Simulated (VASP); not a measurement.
Input of a VASP 6.6.1 run:

Contents of POSCAR:

```
InSe
1.0
    4.0885464713     -0.0000000000     -0.0000000000
   -2.0442732356      3.5407851087     -0.0000000000
    0.0000000000      0.0000000000     18.5501983207
  In              Se
     4     4
Direct
     0.3333333332999970    0.6666666667000030    0.1738072706781925
     0.6666666667000030    0.3333333332999970    0.6738072706781925
     0.3333333332999970    0.6666666667000030    0.3261927293218075
     0.6666666667000030    0.3333333332999970    0.8261927293218075
     0.3333333332999970    0.6666666667000030    0.6051042746172474
     0.6666666667000030    0.3333333332999970    0.1051042746172473
     0.3333333332999970    0.6666666667000030    0.8948957253827526
     0.6666666667000030    0.3333333332999970    0.3948957253827527
```

File INCAR.step1:

```
ALGO = Normal
EDIFF = 1E-8
EDIFFG = -0.002
ENCUT = 600
GGA = PE
IBRION = 2
ISIF = 3
ISMEAR = 0
KPAR = 2
LASPH = True
LCHARG = False
LREAL = False
LWAVE = False
NELM = 80
NSW = 40
PREC = Accurate
SIGMA = 0.03
```

INCAR.step2

```
ALGO = Normal
EDIFF = 1E-8
ENCUT = 600
GGA = PE
IBRION = 6
ISIF = 3
ISMEAR = 0
KPAR = 2
LASPH = True
LCHARG = False
LREAL = False
LWAVE = False
NELM = 80
NFREE = 2
NSW = 1
POTIM = 0.015
PREC = Accurate
SIGMA = 0.03
```

KPOINTS

```
k-points
0
Gamma
  9 9 2
```

Potentials or basis: VASP PAW PBE potentials, release 64 (In_d, Se).

The run is started by

```console
$ cat potpaw_PBE.64/In_d/POTCAR potpaw_PBE.64/Se/POTCAR > POTCAR
$ cp INCAR.step1 INCAR
$ mpirun -np 2 vasp_std > vasp.out
$ cp CONTCAR POSCAR
$ cp INCAR.step2 INCAR
$ mpirun -np 2 vasp_std > vasp.out
```

Problem. What does it give for the Voigt bulk modulus?

Solution. 17 GPa.

Problem. Estimate the highest phonon frequency at Γ, LO-TO splitting left out.

Solution. 215 cm⁻¹.

Phonon frequencies in cm⁻¹ (negative: imaginary):
| q point | frequencies |
| --- | --- |
| (0.000, 0.000, 0.000) | -1 -1 0 0 0 11 36 36 36 36 100 100 160 160 160 160 164 164 164 164 183 189 215 215 |

Caveat: this functional lacks dispersion, which binds the layers, so the pressure and a relaxed spacing across them are unreliable.
